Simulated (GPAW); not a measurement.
PtSe2 (Sudovikovite):

```xyz
3
Lattice="3.7240 0.0000 0.0000 -1.8620 3.2251 0.0000 0.0000 0.0000 5.0620" Properties=species:S:1:pos:R:3 pbc="T T T"
Pt    0.0000    0.0000    0.0000
Se    1.8620    1.0750    3.7965
Se    0.0000    2.1501    1.2655
```

Base run:

```yaml
Program: GPAW 26.7.0
Functional: LDA
Potentials_or_basis: the program's PAW data sets (release 1.2.1) made for this functional
Cutoff: 600 eV
Basis: pw
k_mesh: 6 × 6 × 4
Occupations: fermi-dirac, width 0.05 eV
Spin: spin-orbit coupling, no magnetisation
```

Its results: pressure -0.7 GPa; largest force 0.186 eV/Å.

Q: The run is repeated on the same cell with these changes: functional from LDA to WC; potentials or basis from the program's PAW data sets (release 1.2.1) made for this functional to PAW data sets generated in the run's folder for this functional. What comes out?

A: Pressure 2.8 GPa; largest force 0.445 eV/Å.

Caveats: spin-orbit coupling was added after a scalar SCF, so levels and gaps hold it while energy, forces, pressure and moments don't.
